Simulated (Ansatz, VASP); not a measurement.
# Two plane-wave programs on WSe2

Contents of INCAR:

```
SYSTEM = WSe2
ALGO = Normal
EDIFF = 1E-6
ENCUT = 520
GGA = PS
ISIF = 2
ISMEAR = 0
LASPH = .TRUE.
LCHARG = .FALSE.
LREAL = .FALSE.
LWAVE = .FALSE.
NBANDS = 35
NELM = 80
PREC = Accurate
SIGMA = 0.1
```

Contents of KPOINTS:

```
k-points
0
G
  6 6 2
  0 0 0
```

The input POSCAR:

```
WSe2
1.0
    3.2899984505      0.0000000000      0.0000000000
   -1.6449992252      2.8492222365      0.0000000000
    0.0000000000      0.0000000000     12.9700000000
W Se
2 4
Direct
    0.3333333333      0.6666666667      0.2500000000
    0.6666666667      0.3333333333      0.7500000000
    0.3333333333      0.6666666667      0.6210000000
    0.6666666667      0.3333333333      0.1210000000
    0.3333333333      0.6666666667      0.8790000000
    0.6666666667      0.3333333333      0.3790000000
```

Input for Ansatz:

```yaml
crystal:
  lattice:
    - [3.2899984505, 0.0, 0.0]
    - [-1.6449992252, 2.8492222365, 0.0]
    - [0.0, 0.0, 12.97]
  atoms:
    - { symbol: W, position: [0.3333333333, 0.6666666667, 0.25] }
    - { symbol: W, position: [0.6666666667, 0.3333333333, 0.75] }
    - { symbol: Se, position: [0.3333333333, 0.6666666667, 0.621] }
    - { symbol: Se, position: [0.6666666667, 0.3333333333, 0.121] }
    - { symbol: Se, position: [0.3333333333, 0.6666666667, 0.879] }
    - { symbol: Se, position: [0.6666666667, 0.3333333333, 0.379] }
basis:
  ecutwfc: 420
kpoints:
  mp_grid: { grid: [6, 6, 2] }
hamiltonian:
  xc: pbesol
scf:
  occupations: { method: gaussian, width: 0.1 }
output:
  forces: true
  stress: true
  eigenvalues: true
```

Alike in both runs: task single point; functional PBEsol; k mesh 6 × 6 × 2; occupations gaussian, width 0.1 eV; no spin polarisation.

|  | VASP | Ansatz |
| --- | --- | --- |
| version | VASP 6.6.1 | Ansatz 0.2.0 |
| potentials or method | VASP PAW PBE potentials, release 64 (W_sv, Se) | scalar-relativistic, plane waves, PAW |
| plane-wave cutoff (eV) | 520 | 420 |
| valence electrons in the cell | 52 | 92 |

```tsv
	VASP	Ansatz	Ansatz less VASP
gap on the k mesh at the Fermi level (eV)	0.94	0.94	+0.005
least direct gap on the mesh (eV)	1.51	1.52	+0.004
pressure (GPa)	-0.8	-1.2	-0.40
largest component of the traceless stress (GPa)	0.81	0.72	-0.094
rms of the force components (eV/Å)	0.032	0.060	+0.0277
```

Atom by atom the forces differ by 0.028 eV/Å (rms over components). The two sets of potentials don't hold the same shells in valence.

Caveats: the PAW data sets were made with another functional, which shifts forces and pressure a little (VASP); spin-orbit coupling is left out, which moves the levels of the heavy elements; this functional lacks dispersion, which binds the layers, so the pressure and a relaxed spacing across them are unreliable. PBEsol gaps usually lie below the measured ones, often by a third to a half. A k mesh can miss the band edges.
